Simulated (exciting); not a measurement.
# CdSe: band structure with LDA

CdSe:

```
Cd Se
1.0
     0.00000    3.07027    3.07027
     3.07027    0.00000    3.07027
     3.07027    3.07027    0.00000
Cd Se
1 1
Direct
  0.00000 0.00000 0.00000
  0.25000 0.25000 0.25000
```

Measurements of this composition are mostly on another form, of space group No. 186.

```json
{
  "Program": "exciting (release sodium)",
  "Task": "band structure",
  "Functional": "LDA",
  "Potentials or basis": "all-electron LAPW+lo, shipped species files, valence relativity iora*",
  "rgkmax": "9",
  "k mesh": "8 × 8 × 8",
  "Occupations": "fermi-dirac, width 0.05 eV",
  "Spin": "no spin polarisation",
  "outputlevel": "high",
  "gmaxvr (cutoff of density and potential)": "14 1/bohr",
  "lmaxapw (and lmaxmat)": "10",
  "lmaxvr": "8",
  "nempty": "10",
  "Valence relativity": "iora*",
  "epsengy": "1e-05 Ha",
  "epspot": "1e-05 Ha",
  "maxscl": "60",
  "Muffin-tin radii": "Cd 2.3, Se 2.0 bohr"
}
```

The band gap on the k mesh is 0.27 eV, direct, the band gap along the path is 0.27 eV, direct and the all electrons inside the program's atomic spheres are Cd 45.98; Se 31.24 (radii Cd 2.3, Se 2.0 bohr).

Levels at the corners of the path, in eV from the valence-band top:
```csv
point,band 13,band 14,band 15,band 16,band 17,band 18,band 19,band 20,band 21,band 22
Γ,-7.50,-7.50,0.00,0.00,0.00,0.27,5.81,5.81,5.81,9.36
X,-7.45,-7.18,-4.04,-1.78,-1.78,3.00,3.58,8.72,9.86,9.86
W,-7.50,-7.06,-3.94,-2.16,-2.14,4.77,5.07,6.22,7.43,10.13
K,-7.47,-7.09,-3.97,-2.45,-1.46,3.54,4.94,7.99,8.38,8.39
Γ,-7.50,-7.50,0.00,0.00,0.00,0.27,5.81,5.81,5.81,9.36
L,-7.48,-7.23,-4.31,-0.72,-0.72,2.14,6.33,6.33,7.10,9.67
U,-7.47,-7.09,-3.97,-2.45,-1.46,3.54,4.94,7.99,8.38,8.39
W,-7.50,-7.06,-3.94,-2.16,-2.14,4.77,5.07,6.22,7.43,10.13
L,-7.48,-7.23,-4.31,-0.72,-0.72,2.14,6.33,6.33,7.10,9.67
K,-7.47,-7.09,-3.97,-2.45,-1.46,3.54,4.94,7.99,8.38,8.39
U,-7.47,-7.09,-3.97,-2.45,-1.46,3.54,4.94,7.99,8.38,8.39
X,-7.45,-7.18,-4.04,-1.78,-1.78,3.00,3.58,8.72,9.86,9.86
```

States per cell in windows of 0.5 eV (zero at the valence-band top; states under -8 eV left out):
| from (eV) | total | Cd1 d | Se2 p | Cd1 s | Cd1 p | Se2 s | Se2 d |
| --- | --- | --- | --- | --- | --- | --- | --- |
| -8.0 | 7.05 | 6.33 | 0.08 | 0.00 | 0.00 | 0.00 | 0.01 |
| -7.5 | 1.73 | 1.53 | 0.01 | 0.01 | 0.00 | 0.05 | 0.00 |
| -7.0 | 0.00 | 0.00 | 0.00 | 0.00 | 0.00 | 0.00 | 0.00 |
| -6.5 | 0.00 | 0.00 | 0.00 | 0.00 | 0.00 | 0.00 | 0.00 |
| -6.0 | 0.00 | 0.00 | 0.00 | 0.00 | 0.00 | 0.00 | 0.00 |
| -5.5 | 0.00 | 0.00 | 0.00 | 0.00 | 0.00 | 0.00 | 0.00 |
| -5.0 | 0.00 | 0.00 | 0.00 | 0.00 | 0.00 | 0.00 | 0.00 |
| -4.5 | 0.28 | 0.00 | 0.06 | 0.04 | 0.00 | 0.00 | 0.00 |
| -4.0 | 1.22 | 0.03 | 0.26 | 0.22 | 0.01 | 0.01 | 0.00 |
| -3.5 | 0.27 | 0.02 | 0.06 | 0.04 | 0.00 | 0.01 | 0.00 |
| -3.0 | 0.15 | 0.01 | 0.03 | 0.02 | 0.00 | 0.01 | 0.00 |
| -2.5 | 0.78 | 0.03 | 0.23 | 0.02 | 0.04 | 0.01 | 0.00 |
| -2.0 | 1.06 | 0.04 | 0.35 | 0.01 | 0.06 | 0.01 | 0.00 |
| -1.5 | 1.12 | 0.06 | 0.41 | 0.01 | 0.05 | 0.00 | 0.00 |
| -1.0 | 0.93 | 0.06 | 0.37 | 0.00 | 0.04 | 0.00 | 0.00 |
| -0.5 | 0.28 | 0.02 | 0.12 | 0.00 | 0.01 | 0.00 | 0.00 |
| 0.0 | 0.00 | 0.00 | 0.00 | 0.00 | 0.00 | 0.00 | 0.00 |
| 0.5 | 0.01 | 0.00 | 0.00 | 0.00 | 0.00 | 0.00 | 0.00 |
| 1.0 | 0.02 | 0.00 | 0.00 | 0.00 | 0.00 | 0.00 | 0.00 |
| 1.5 | 0.06 | 0.00 | 0.01 | 0.01 | 0.00 | 0.01 | 0.00 |
| 2.0 | 0.20 | 0.00 | 0.03 | 0.04 | 0.01 | 0.02 | 0.00 |
| 2.5 | 0.33 | 0.00 | 0.05 | 0.06 | 0.01 | 0.03 | 0.00 |
| 3.0 | 0.60 | 0.01 | 0.07 | 0.08 | 0.03 | 0.03 | 0.01 |
| 3.5 | 0.78 | 0.02 | 0.10 | 0.12 | 0.03 | 0.03 | 0.02 |
| 4.0 | 0.40 | 0.01 | 0.05 | 0.06 | 0.02 | 0.01 | 0.01 |
| 4.5 | 0.39 | 0.01 | 0.05 | 0.04 | 0.02 | 0.00 | 0.01 |
| 5.0 | 0.82 | 0.02 | 0.10 | 0.04 | 0.06 | 0.00 | 0.02 |
| 5.5 | 0.39 | 0.01 | 0.03 | 0.01 | 0.04 | 0.00 | 0.01 |
| 6.0 | 1.22 | 0.02 | 0.09 | 0.01 | 0.16 | 0.01 | 0.05 |
| 6.5 | 1.03 | 0.02 | 0.11 | 0.01 | 0.12 | 0.01 | 0.04 |
| 7.0 | 0.61 | 0.01 | 0.08 | 0.01 | 0.07 | 0.01 | 0.02 |
| 7.5 | 0.52 | 0.01 | 0.06 | 0.00 | 0.05 | 0.00 | 0.02 |

Run time: 6.5 min on 1 thread of AMD EPYC 7R43 64-Core Processor (Zen 3) (shared host), peak memory 0.16 GiB.

Caveat: the tetrahedron DOS on this energy grid can lose part of the weight of narrow d or f bands. A hybrid or GW would open this gap; LDA tends to underestimate it.
